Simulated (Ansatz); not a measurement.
# The stack of antimonene under In2Se2, shifted by a third of the diagonal between two gates, part 2 of 4

How do the bands of the stack of antimonene under In2Se2, shifted by a third of the diagonal follow a displacement field between two gates?

Ansatz 0.2.0; plane-wave DFT, PBE-D3(BJ), Ansatz PAW.

So far. Step 2 (Relaxation): The lattice constant a goes from 4.127 to 4.050 Å.

## (3) Gated layer, displacement field 0

The slab is cut off from its images along the normal. Two sheets of opposite charge stand for the gates, so the stack stays neutral in a displacement field; barriers ahead of the sheets keep electrons from leaking to them. The uncharged case sets the zero.

The cell differs from the one that the last finished run ended in (c 43.486 → 49.860 Å).

Input file input.yaml:

```yaml
crystal:
  lattice:
    - [4.0502322034, 0.0, 0.0]
    - [-2.0251161017, 3.5076039794, 0.0]
    - [0.0, 0.0, 49.8601686749]
  atoms:
    - { symbol: Sb, position: [0.6666666667, 0.3333333333, 0.3991161789] }
    - { symbol: Sb, position: [0.3333333333, 0.6666666667, 0.4322940874] }
    - { symbol: Se, position: [0.6666666667, 0.3333333333, 0.4931779882] }
    - { symbol: In, position: [0.3333333333, 0.6666666667, 0.5190462272] }
    - { symbol: In, position: [0.3333333333, 0.6666666667, 0.5752018419] }
    - { symbol: Se, position: [0.6666666667, 0.3333333333, 0.6008838211] }
  periodic: [true, true, false]
  symmetry: { detect: true }
kpoints:
  mp_grid: { grid: [42, 42, 1] }
  band_path:
    path: [[0, 0, 0], [0.5, 0, 0], [0.33333333, 0.33333333, 0], [0, 0, 0]]
    npoints: 16
hamiltonian:
  xc: pbe
  dispersion: d3bj
scf:
  occupations: { method: fermi_dirac, width: 0.02585 }
  convergence: { dr2_threshold: 1.0e-10 }
output:
  forces: true
  eigenvalues: true
  dos: { projected: true, e_range: [-3, 3], de: 0.01 }
  write_potential: true
  write_density: true
  volumetric_format: npy
  elf: true
external_charges:
  - { charge: 0, barrier: 10, axis: 3, height: 34.46, sigma: 0.25 }
  - { charge: 0, barrier: 10, axis: 3, height: 15.4, sigma: 0.25 }
```

Run with:

```console
ansatz run input.yaml --threads 8 --pin off --max-ram 12288MiB --backend cpu --events-out ev --progress --plain --runs-dir out
```

Numbers of over 12 decimals in the logs are rounded to 6 here.

The log of the run:

```text
[...]
Crystal: 6 atoms, lattice volume = 708.344 Å³
Basis set: ecut = 420 eV, 13847 PW (Γ), exchange–correlation on 60×60×720 points (8 copies of the dense FFT grid, shifted against one another)
Bands: 53, of which v1, the nominal top of the filled ones, is band 44 counted from 1 (43 counted from 0)
Symmetry: 6 space group operations
[...]
k-points: 169 of 1764 (time reversal used)
[...]
SCF iter   1: F=—  HF=-35106.430937 eV  |F-HF|=—  |Δ(HF+E_count)|=         —  Δρ=1.28e-3  dr2=4.25e-1  ethr=1.77e-3  ⟨swp⟩=18.1  Hψ=61037  notcnv=0  defer=79
[...]
SCF iter  15: F=-35106.387716 eV  HF=-35106.387716 eV  |F-HF|=2.33e-10  |Δ(HF+E_count)|=  5.02e-10  Δρ=3.70e-8  dr2=2.32e-11  ethr=1.00e-12  ⟨swp⟩=8.4  Hψ=54881  notcnv=0
SCF 1 converged in 15 iterations: F = -35106.387716 eV  dr2 = 2.32e-11
[...]
NSCF: frozen V_eff on 49 k-points
[...]
SCF converged after 15 iterations
Free energy (F): -35106.387716 eV
[...]
Internal energy: -35106.387716 eV  (E = F + TS)
E sigma→0 (E₀):  -35106.387716 eV
Entropy (-TS):   -0.000000 eV (-0.000 meV/atom)
Fermi energy:    -4.413871 eV
[...]
--- Forces (eV/Å), atoms and charges each counted from 1 ---
  atom   1  Sb     0.00000000     0.00000000    -0.00018447
  atom   2  Sb     0.00000000    -0.00000000     0.00235505
  atom   3  Se     0.00000000     0.00000000    -0.00037792
  atom   4  In     0.00000000    -0.00000000     0.00001994
  atom   5  In     0.00000000    -0.00000000    -0.00013481
  atom   6  Se     0.00000000     0.00000000    -0.00053776
  external charge   1     0.00000000     0.00000000     0.00047521
  external charge   2     0.00000000     0.00000000    -0.00161556
  max |Σ_I F_I| component, the external charges' with the atoms': 3.20e-7 eV/Å
--- Band table (eV; the first three rows and the last of 169) ---
  k-point 0: bands = [... 40 lower, -6.3610, -5.2795, -4.7299, -4.7299, -4.1280, -3.2067, -2.6311, -1.9650, ... 5 higher]
  k-point 1: bands = [... 40 lower, -6.3220, -5.2644, -4.8182, -4.7460, -4.0838, -3.1661, -2.5835, -1.9817, ... 5 higher]
  k-point 2: bands = [... 40 lower, -6.2721, -5.2411, -5.0159, -4.7928, -3.9875, -3.0567, -2.4719, -2.0121, ... 5 higher]
  k-point 168: bands = [... 40 lower, -7.3282, -7.2583, -6.5524, -6.5198, -3.7589, -3.1306, -2.9028, -2.0725, ... 5 higher]
```

It took 2.8 min on 8 threads of Arm Neoverse V2, shared host; peak memory 4.6 GiB.

Reading the cycles: dr2 is the Hartree energy of the density residual (eV), the measure of convergence; HF is the Harris–Foulkes estimate of the energy, which meets the free energy F at convergence.

Numbers from this step:

* gap along the path: 0.6019 eV
* smallest direct gap along the path: 0.6019 eV
* gap, the smaller of path and mesh: 0.6019 eV
* potential beyond the upper barrier and gate, less the barrier, from the Fermi level: 4.494 eV

Running mean over a fixed 2.6 Å (it still follows the layers) of the planar mean; beyond a gate it holds the 10 eV model barrier. Table of electron's electrostatic potential energy less the Fermi level by z:

```
z (Å)  electron's electrostatic potential energy less the Fermi level (eV)
    4                                                                 14.3
    6                                                                 14.3
    8                                                                 14.3
   10                                                                 14.3
   12                                                                 14.3
   14                                                                 14.1
   16                                                                 7.05
   18                                                                 3.02
   20                                                                -4.01
   22                                                                -2.29
   24                                                               -0.973
   26                                                                -4.54
   28                                                                -3.25
   30                                                                -3.10
   32                                                                 3.91
   34                                                                 7.74
   36                                                                 14.4
   38                                                                 14.5
   40                                                                 14.5
   42                                                                 14.5
   44                                                                 14.5
   46                                                                 14.5
```

The density of states has structure finer than the step of the table below, so its rows give means over 0.1 eV, whole bins alone (the curve runs from -3 to 2.28 eV). Peaks (eV: height): -2.97: 9.09, -2.85: 16.2, -2.62: 8.61, -2.41: 7.62, -1.60: 10.7, 1.35: 8.27, 1.47: 8.03.

The density of states by energy, zero at the Fermi level of the run, which the smearing sets inside the gap; means over each step:

energy (eV), density of states (states/eV a cell) and a bar:
```
     -2.9        7.4 ##############################
     -2.8        6.5 ##########################
     -2.7        4.8 ####################
     -2.6        7.1 #############################
     -2.5        4.8 ###################
     -2.4        6.2 #########################
     -2.3        4.6 ###################
     -2.2        4.0 ################
     -2.1        3.5 ##############
     -2.0        3.6 ###############
     -1.9        5.0 ####################
     -1.8        5.0 ####################
     -1.7        4.0 ################
     -1.6        5.3 ######################
     -1.5        2.2 #########
     -1.4        1.9 ########
     -1.3        1.7 #######
     -1.2        1.6 #######
     -1.1        1.6 ######
     -1.0        1.5 ######
     -0.9        1.6 ######
     -0.8        1.6 #######
     -0.7        2.8 ###########
     -0.6        1.3 #####
     -0.5        0.3 #
     -0.4        0.3 #
     -0.3        0.1 
     -0.2        0.0 
     -0.1        0.0 
      0.0        0.0 
      0.1        0.0 
      0.2        0.0 
      0.3        0.1 
      0.4        0.1 #
      0.5        0.2 #
      0.6        1.8 #######
      0.7        2.7 ###########
      0.8        3.3 #############
      0.9        3.7 ###############
      1.0        4.5 ##################
      1.1        4.7 ###################
      1.2        4.0 ################
      1.3        6.0 ########################
      1.4        6.5 ##########################
      1.5        6.0 ########################
      1.6        4.2 #################
      1.7        3.9 ################
      1.8        2.5 ##########
      1.9        2.2 #########
      2.0        3.0 ############
      2.1        2.6 ###########
      2.2        2.4 ##########
```

Projected DOS per atom over height of the atomic layer and energy from the Fermi level. Layers: Sb Sb Se In In Se from below.

Ten even steps from '0' (0.00 states/eV) to '9' (2.48 states/eV), each cell a mean:
```
220110
220110
441210
442442
112343
212332
111311
000000
000000
000000
000000
000000
330000
220000
330000
330000
543113
552113
223114
434115
335216
328229
```
Columns: height of the atomic layer (Å) from 19.9 to 30.0 (not evenly spaced); rows upwards: energy from the Fermi level (eV) from -2.98 to 2.27.

Electronic bands along the path, in eV, zero at the Fermi level of the run, which the smearing sets inside the gap:

```
  point  band 41  band 42  band 43  band 44  band 45  band 46  band 47  band 48
      Γ    -1.95    -0.87    -0.32    -0.32     0.29     1.21     1.78     2.45
halfway    -2.47    -1.64    -1.31    -0.91     0.84     1.23     1.55     3.04
      M    -2.89    -2.63    -1.95    -1.90     0.61     0.70     1.32     2.05
halfway    -2.99    -2.65    -2.41    -1.88     1.09     1.21     1.45     2.62
      K    -2.91    -2.84    -2.14    -2.11     0.66     1.28     1.51     2.34
halfway    -2.83    -2.27    -1.67    -0.93     1.33     1.72     2.06     2.30
      Γ    -1.95    -0.87    -0.32    -0.32     0.29     1.21     1.78     2.45
```

ELF in the ca plane at fractional y = 0.333, with atoms of Sb and Se within 0.2 Å of it. It is the smooth field of the valence electrons, not physical close to the nuclei.

Ten even steps from '0' (0.00) to '9' (0.85), each cell a mean:
```
00000013578765456654310378887532211122478888
00000135899643234532102699888752100014788899
00000247998520023421003898458863100014786469
00000247998410013321004997227863100025784149
00000146998520023431003898558863100014787579
00000125799643335542101699888752100113688899
00000012467765556654310267887532222222467888
00000000123444556556641023443222344322234443
00000000000012345456762000112222345432222110
00000000000112345456762000122222345432222110
00000000124555566556631024554322333322235554
```
Columns run along c (16.0 Å, from fractional 0.30 to 0.62 of the cell), rows up along a (4.1 Å). Atoms in or near the plane, at fractional coordinates: Sb at (0.40, 0.67), Se at (0.49, 0.67), Se at (0.60, 0.67).

Valence density in the ca plane at fractional y = 0.333, with atoms of Sb and Se within 0.2 Å of it. It is the smooth field of the valence electrons, not physical close to the nuclei.

Ten steps, logarithmic in the rise over the least value, from '0' (0 e/Å³) to '9' (33 e/Å³), each cell a mean:
```
00000000000011111100000001111100000000011111
00000000000134421100000012432100000000123432
00000000001257742100000125874210000000126873
00000000001268852100000136995210000000137984
00000000001246641100000125773110000000125763
00000000000123321100000012332100000000112332
00000000000011111100000001111100000000011111
00000000000000001110000000000000000000000000
00000000000000001111000000000110000001100000
00000000000000001111000000000010000001100000
00000000000000011110000000000000000000000000
```
Columns run along c (16.0 Å, from fractional 0.30 to 0.62 of the cell), rows up along a (4.1 Å). Atoms in or near the plane, at fractional coordinates: Sb at (0.40, 0.67), Se at (0.49, 0.67), Se at (0.60, 0.67).

Electrostatic potential energy in the ca plane at fractional y = 0.333, with atoms of Sb and Se within 0.2 Å of it. With pseudopotentials it is smooth inside the atoms' cores, unlike the true potential.

Values in eV, 6 rows by 16 columns, each cell a mean:
```
  0  -3 -18 -14  -4  -1  -4 -16  -8  -3  -2  -4 -14 -11  -1   0
  0  -7 -29 -26  -4  -1 -12 -16 -15  -2  -1  -4 -19 -18  -2   0
  0  -6 -28 -24  -3  -1 -10 -19 -14  -2  -2  -4 -20 -18  -2   0
  0  -2 -12 -10  -4  -2  -3 -11  -6  -3  -3  -4  -9  -7  -1   0
  0  -1  -2  -4  -9  -3  -1  -3  -8  -6  -4  -8  -5  -1   0   0
  0  -1  -3  -5  -8  -3  -1  -3  -7  -5  -3  -7  -5  -2   0   0
```
Columns run along c (16.0 Å, from fractional 0.35 to 0.67 of the cell; values clipped at the 3rd and 97th percentile), rows up along a (4.1 Å). Atoms in or near the plane, at fractional coordinates: Sb at (0.40, 0.67), Se at (0.49, 0.67), Se at (0.60, 0.67).

The gap, the smaller of path and mesh, is 0.602 eV.

## (4) Gated layer, displacement field 0.543 V/nm

Changes to input.yaml since step 3:

```diff
@@ -28,3 +28,2 @@
   eigenvalues: true
-  dos: { projected: true, e_range: [-3, 3], de: 0.01 }
   write_potential: true
@@ -32,5 +31,6 @@
   volumetric_format: npy
-  elf: true
 external_charges:
   - { charge: 0, barrier: 10, axis: 3, height: 34.46, sigma: 0.25 }
+  - { charge: -0.004262, axis: 3, height: 35.96, sigma: 0.5 }
   - { charge: 0, barrier: 10, axis: 3, height: 15.4, sigma: 0.25 }
+  - { charge: 0.004262, axis: 3, height: 13.9, sigma: 0.5 }
```

The log of the run:

```text
[...]
Crystal: 6 atoms, lattice volume = 708.344 Å³
Basis set: ecut = 420 eV, 13847 PW (Γ), exchange–correlation on 60×60×720 points (8 copies of the dense FFT grid, shifted against one another)
Bands: 53, of which v1, the nominal top of the filled ones, is band 44 counted from 1 (43 counted from 0)
Symmetry: 6 space group operations
[...]
k-points: 169 of 1764 (time reversal used)
[...]
SCF iter  18: F=-35106.385925 eV  HF=-35106.385925 eV  |F-HF|=5.24e-10  |Δ(HF+E_count)|=  1.16e-10  Δρ=2.44e-8  dr2=1.38e-11  ethr=1.00e-12  ⟨swp⟩=7.5  Hψ=38537  notcnv=0
SCF 1 converged in 18 iterations: F = -35106.385925 eV  dr2 = 1.38e-11
[...]
SCF converged after 18 iterations
Free energy (F): -35106.385925 eV
[...]
Internal energy: -35106.385925 eV  (E = F + TS)
E sigma→0 (E₀):  -35106.385925 eV
Entropy (-TS):   -0.000000 eV (-0.000 meV/atom)
Fermi energy:    -4.431403 eV
[...]
--- Forces (eV/Å), atoms and charges each counted from 1 ---
  atom   1  Sb     0.00000000     0.00000000    -0.00055107
  atom   2  Sb     0.00000000    -0.00000000     0.00246222
  atom   3  Se     0.00000000     0.00000000    -0.00741515
  atom   4  In     0.00000000    -0.00000000     0.00798467
  atom   5  In     0.00000000    -0.00000000     0.00775547
  atom   6  Se     0.00000000     0.00000000    -0.00895394
  external charge   1     0.00000000     0.00000000     0.00044251
  external charge   2     0.00000000     0.00000000    -0.00011570
  external charge   3     0.00000000     0.00000000    -0.00172497
  external charge   4     0.00000000     0.00000000     0.00011564
  max |Σ_I F_I| component, the external charges' with the atoms': 3.20e-7 eV/Å
--- Band table (eV; the first three rows and the last of 169) ---
  k-point 0: bands = [... 40 lower, -6.3584, -5.2902, -4.7593, -4.7593, -4.1340, -3.2073, -2.6560, -1.9946, ... 5 higher]
  k-point 1: bands = [... 40 lower, -6.3282, -5.2765, -4.8467, -4.7754, -4.0894, -3.1665, -2.6090, -2.0114, ... 5 higher]
  k-point 2: bands = [... 40 lower, -6.2769, -5.2593, -5.0402, -4.8222, -3.9915, -3.0566, -2.4988, -2.0417, ... 5 higher]
  k-point 168: bands = [... 40 lower, -7.3190, -7.2658, -6.5698, -6.5469, -3.7775, -3.1386, -2.9010, -2.0746, ... 5 higher]
```

Elapsed: 2.9 min, on 8 threads; peak memory 4.6 GiB; 23 min of CPU time.

This step gave:

| Quantity | Value |
| --- | --- |
| gap along the path | 0.6252 eV |
| smallest direct gap along the path | 0.6252 eV |
| gap, the smaller of path and mesh | 0.6252 eV |
| potential beyond the upper barrier and gate, less the barrier, from the Fermi level | 4.788 eV |

Electronic bands along the path, in eV, zero at the Fermi level of the run, which the smearing sets inside the gap:

```
  point  band 41  band 42  band 43  band 44  band 45  band 46  band 47  band 48
      Γ    -1.93    -0.86    -0.33    -0.33     0.30     1.22     1.78     2.44
halfway    -2.45    -1.62    -1.33    -0.92     0.84     1.25     1.56     3.04
      M    -2.87    -2.61    -1.96    -1.91     0.62     0.71     1.31     2.04
halfway    -2.98    -2.63    -2.41    -1.89     1.11     1.23     1.44     2.61
      K    -2.89    -2.83    -2.14    -2.12     0.65     1.29     1.53     2.36
halfway    -2.82    -2.28    -1.65    -0.94     1.35     1.73     2.06     2.29
      Γ    -1.93    -0.86    -0.33    -0.33     0.30     1.22     1.78     2.44
```

The gap, the smaller of path and mesh, is 0.625 eV.

## (5) Gated layer, displacement field 1.09 V/nm

Changes to input.yaml since step 4:

```diff
@@ -33,4 +33,4 @@
   - { charge: 0, barrier: 10, axis: 3, height: 34.46, sigma: 0.25 }
-  - { charge: -0.004262, axis: 3, height: 35.96, sigma: 0.5 }
+  - { charge: -0.008524, axis: 3, height: 35.96, sigma: 0.5 }
   - { charge: 0, barrier: 10, axis: 3, height: 15.4, sigma: 0.25 }
-  - { charge: 0.004262, axis: 3, height: 13.9, sigma: 0.5 }
+  - { charge: 0.008524, axis: 3, height: 13.9, sigma: 0.5 }
```

The log of the run:

```text
[...]
Crystal: 6 atoms, lattice volume = 708.344 Å³
Basis set: ecut = 420 eV, 13847 PW (Γ), exchange–correlation on 60×60×720 points (8 copies of the dense FFT grid, shifted against one another)
Bands: 53, of which v1, the nominal top of the filled ones, is band 44 counted from 1 (43 counted from 0)
Symmetry: 6 space group operations
[...]
k-points: 169 of 1764 (time reversal used)
[...]
--- Band table (eV; the first three rows and the last of 169) ---
  k-point 0: bands = [... 40 lower, -6.3482, -5.3014, -4.7893, -4.7893, -4.1405, -3.2082, -2.6812, -2.0249, ... 5 higher]
  k-point 1: bands = [... 40 lower, -6.3352, -5.2891, -4.8758, -4.8055, -4.0954, -3.1673, -2.6349, -2.0417, ... 5 higher]
  k-point 2: bands = [... 40 lower, -6.2825, -5.2787, -5.0644, -4.8522, -3.9959, -3.0570, -2.5262, -2.0719, ... 5 higher]
  k-point 168: bands = [... 40 lower, -7.3102, -7.2744, -6.5870, -6.5743, -3.7974, -3.1464, -2.8998, -2.0775, ... 5 higher]
[key lines of the parts left out:]
SCF converged after 17 iterations
Free energy (F): -35106.381908 eV
Fermi energy:    -4.449496 eV
```

Wall time 2.7 min (8 threads); peak memory 4.6 GiB.

The gap, the smaller of path and mesh, is 0.649 eV.

(Part 2 of 4 ends here.)

[Logs are printed without paths, hosts, clocks, repeated set-up lines and the standing remarks that a program may print on its own settings, such as how far it seeks lower states.]

[Hosts, paths, dates, database ids (printed as entryN), source tags and the programs' standing remarks are cut or masked in the printed files.]

[Maps of the electrostatic potential energy from Ansatz leave out the sawtooth potential of an applied field or a dipole correction, so their vacuum need not be flat; planar profiles and work functions include it.]

[The density of states shown here was stored with 400 of the rows of the run's finer table, so its peaks can read low, often by over a quarter, or be missed, and its means over a window can be off by a tenth or more.]
